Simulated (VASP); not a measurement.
# BiTe (R-3m) in VASP: further runs

Runs on BiTe. Level: PBE. Tasks: single point.

All numbers are computed with VASP 6.6.1; they aren't measurements. Logs are shortened: lines on timing, memory, paths and dates and some standing lists are left out, and cuts for length are marked.

### Step 1. Starting point

It takes space group R-3m (No. 166, trigonal). Conventional cell: a = 4.845 Å, b = 4.845 Å, c = 9.952 Å, α = 90.00°, β = 90.00°, γ = 120.00°. Around Bi (site symmetry -3m) lie 6 Te at 3.25 Å. Te (site symmetry -3m) is surrounded by 6 Bi at 3.25 Å.

The cell comes from a database or a generator and needn't be the stable form of this composition.

### Step 2. Single point, PBE

File INCAR:

```
PREC = Accurate
ENCUT = 400
EDIFF = 1E-7
ISMEAR = 0
SIGMA = 0.05
LREAL = F
LASPH = T
NELM = 100
ALGO = Normal
ISIF = 2
LWAVE = F
LCHARG = F
GGA = PE
NBANDS = 18
ADDGRID = F
```

File KPOINTS:

```
Automatic mesh
0
Gamma
  9 9 9
```

File POSCAR:

```
BiTe
1.0
    2.4227077728      1.3987509848      3.3172919545
   -2.4227077728      1.3987509848      3.3172919545
    0.0000000000     -2.7975019696      3.3172919545
Bi Te
1 1
Direct
    0.5000000000      0.5000000000      0.5000000000
    0.0000000000      0.0000000000      0.0000000000
```

Potentials or basis: VASP PAW PBE potentials, release 64 (Bi_d, Te).

Run with:

```
> cat potpaw_PBE.64/Bi_d/POTCAR potpaw_PBE.64/Te/POTCAR > POTCAR
> mpirun -np 1 vasp_std > vasp.out
```

OUTCAR:

```text
PREC = Accurate
   ENCUT = 400
   EDIFF = 1E-7
   ISMEAR = 0
   LREAL = F
   LASPH = T
   NELM = 100
   ISIF = 2
   GGA = PE

 Found     85 irreducible k-points:

 Following reciprocal coordinates:
            Coordinates               Weight
  0.000000  0.000000  0.000000      1.000000
  0.111111 -0.000000  0.000000      6.000000
  0.222222 -0.000000  0.000000      6.000000
  0.333333  0.000000  0.000000      6.000000
  0.444444 -0.000000  0.000000      6.000000
  0.111111  0.111111  0.000000      6.000000
   k-points           NKPTS =     85   k-points in BZ     NKDIM =     85   number of bands    NBANDS=     18
   number of dos      NEDOS =    301   number of ions     NIONS =      2
   total plane-waves  NPLWV =  21952
   dimension x,y,z NGX =    28 NGY =   28 NGZ =   28
   dimension x,y,z NGXF=    56 NGYF=   56 NGZF=   56
   ions per type =               1   1
   NGX,Y,Z   is equivalent  to a cutoff of  10.73, 10.73, 10.73 a.u.
   NGXF,Y,Z  is equivalent  to a cutoff of  21.45, 21.45, 21.45 a.u.
 SYSTEM =  unknown system
   PREC   = accura    normal or accurate (medium, high low for compatibility)
   ISTART =      0    job   : 0-new  1-cont  2-samecut
   ICHARG =      2    charge: 1-file 2-atom 10-const
   ISPIN  =      1    spin polarized calculation?
   LNONCOLLINEAR =      F non collinear calculations
   LSORBIT =      F    spin-orbit coupling
   LASPH  =      T    aspherical Exc in radial PAW
   ENCUT  =  400.0 eV  29.40 Ry    5.42 a.u.   7.08  7.08  7.08*2*pi/ulx,y,z
   NELM   =    100;   NELMIN=  2; NELMDL= -5     # of ELM steps
   EDIFF  = 0.1E-06   stopping-criterion for ELM
[... 30 lines left out ...]
 non-spin polarized calculation
 Gauss-broadening in eV      SIGMA  =   0.05
  energy-cutoff  :      400.00
  volume of cell :       67.45
 maximum number of plane-waves:      1238
   NGX = 15   NGY = 15   NGZ = 15

 number of electron      20.9999986 magnetization

 Free energy of the ion-electron system (eV)
  ---------------------------------------------------
  ext. energy  EPLUGINS =         0.00000000
  ---------------------------------------------------
  free energy    TOTEN  =        -7.18279817 eV

  energy without entropy =       -7.18132108  energy(sigma->0) =       -7.18205962

 E-fermi :   6.6486     XC(G=0):  -9.4765

 val. band max:        6.6413778471   @ k =  -0.4444   0.2222   0.2222
 cond. band min:       6.6570386566   @ k =  -0.2222   0.4444   0.2222
 fundamental gap:      0.0156608095
 Fermi energy:         6.6485931604

 k-point     1 :       0.0000    0.0000    0.0000
  band No.  band energies     occupation
      1     -16.5505      2.00000
      2     -16.5505      2.00000
      3     -16.5420      2.00000
      4     -16.5420      2.00000
      5     -16.5292      2.00000
      6      -6.8105      2.00000
[... 10 lines left out ...]
     17      13.3164      0.00000
     18      13.5509      0.00000

 k-point     2 :       0.1111   -0.0000    0.0000
  band No.  band energies     occupation
      1     -16.5502      2.00000
      2     -16.5501      2.00000
      3     -16.5426      2.00000
      4     -16.5412      2.00000
      5     -16.5290      2.00000
      6      -6.7054      2.00000
[... 10 lines left out ...]
     17      13.5871      0.00000
     18      14.0286      0.00000

 k-point     3 :       0.2222   -0.0000    0.0000
  band No.  band energies     occupation
      1     -16.5502      2.00000
      2     -16.5494      2.00000
      3     -16.5442      2.00000
      4     -16.5393      2.00000
      5     -16.5281      2.00000
      6      -6.3931      2.00000
[... 10 lines left out ...]
     17      14.8194      0.00000
     18      15.3486      0.00000

 k-point     4 :       0.3333    0.0000    0.0000
  band No.  band energies     occupation
      1     -16.5504      2.00000
      2     -16.5492      2.00000
      3     -16.5455      2.00000
      4     -16.5375      2.00000
      5     -16.5262      2.00000
      6      -5.8846      2.00000
[... 10 lines left out ...]
     17      15.4330      0.00000
     18      16.3753      0.00000

 k-point     5 :       0.4444   -0.0000    0.0000
  band No.  band energies     occupation
      1     -16.5507      2.00000
      2     -16.5496      2.00000
      3     -16.5457      2.00000
      4     -16.5367      2.00000
      5     -16.5245      2.00000
      6      -5.2065      2.00000
[... 10 lines left out ...]
     17      14.9176      0.00000
     18      16.6542      0.00000

 k-point     6 :       0.1111    0.1111    0.0000
  band No.  band energies     occupation
      1     -16.5508      2.00000
      2     -16.5497      2.00000
      3     -16.5426      2.00000
      4     -16.5405      2.00000
      5     -16.5291      2.00000
      6      -6.6623      2.00000
[... 10 lines left out ...]
     17      13.2905      0.00000
     18      13.7030      0.00000

 [... further k-points ...]
[... 5 lines left out ...]
  --------------------------------------------------------------------------------------
  -------------------------------------------------------------------------------------
  Total       -0.0955335     -0.0955335      0.0125713      0.0000000     -0.0000000      0.0000000
  in kB       -2.2692903     -2.2692903      0.2986172      0.0000000     -0.0000000      0.0000000
  external PRESSURE =      -1.4133211 kB  Pullay stress =       0.0000000 kB

 VOLUME and BASIS-vectors are now :
 -----------------------------------------------------------------------------
  energy-cutoff  :      400.00
  volume of cell :       67.45
      direct lattice vectors                 reciprocal lattice vectors
     2.422707773  1.398750985  3.317291954     0.206380648  0.119153923  0.100483568
    -2.422707773  1.398750985  3.317291954    -0.206380648  0.119153923  0.100483568
     0.000000000 -2.797501970  3.317291954     0.000000000 -0.238307845  0.100483568

 POSITION                                       TOTAL-FORCE (eV/Angst)
 -----------------------------------------------------------------------------------
      0.00000      0.00000      4.97594         0.000000      0.000000      0.000000
      0.00000      0.00000      0.00000        -0.000000     -0.000000     -0.000000
 -----------------------------------------------------------------------------------
    total drift:                               -0.000000     -0.000000      0.000000

  FREE ENERGIE OF THE ION-ELECTRON SYSTEM (eV)
  ---------------------------------------------------
  free  energy   TOTEN  =        -7.1827981680 eV

  energy  without entropy=       -7.1813210753  energy(sigma->0) =       -7.18205962
```

Wall time 31 s (1 thread of Intel Xeon 6975P-C (Granite Rapids), shared host); peak memory 0.2 GiB.

The run converged, but some of its settings lie outside the range that counts as converged, so its numbers aren't taken as properties of the crystal.

Results:

```
Free energy            : -7.1828 eV
Pressure               : -0.1 GPa
Band gap on the k mesh : none (metal or under the smearing width)
```

Caveat: spin-orbit coupling is left out, which moves the levels of the heavy elements.

### Step 3. Single point, PBE

INCAR is that of step 2.

KPOINTS is that of step 2.

File POSCAR:

```
BiTe
1.0
    2.4227077728      1.3987509848      3.3172919545
   -2.4227077728      1.3987509848      3.3172919545
    0.0000000000     -2.7975019696      3.3172919545
Bi Te
1 1
Direct
    0.5120250000      0.5038480000      0.5048510000
   -0.0040940000     -0.0152210000     -0.0035880000
```

Potentials or basis: VASP PAW PBE potentials, release 64 (Bi_d, Te).

Run with:

```
> cat potpaw_PBE.64/Bi_d/POTCAR potpaw_PBE.64/Te/POTCAR > POTCAR
> mpirun -np 1 vasp_std > vasp.out
```

Wall time 2 min (1 thread of Intel Xeon 6975P-C (Granite Rapids), shared host); peak memory 0.39 GiB.

These settings aren't checked as converged: the numbers below hold their error.

Results:

| Item | Value |
| --- | --- |
| Free energy | -7.1703 eV |
| Pressure | 0.1 GPa |
| Largest force | 0.165 eV/Å |
| Band gap on the k mesh | none (metal or under the smearing width) |

Caveat: spin-orbit coupling is left out, which moves the levels of the heavy elements.

### Step 4. The reference run

An earlier run on the cell as given: functional PBE; potentials or basis VASP PAW PBE potentials, release 64 (Bi_d, Te); cutoff 520 eV; k mesh 7 × 7 × 7; occupations fermi-dirac, width 0.05 eV; no spin polarisation.

- Pressure: 0.1 GPa
- Band gap on the k mesh: none (metal or under the smearing width)
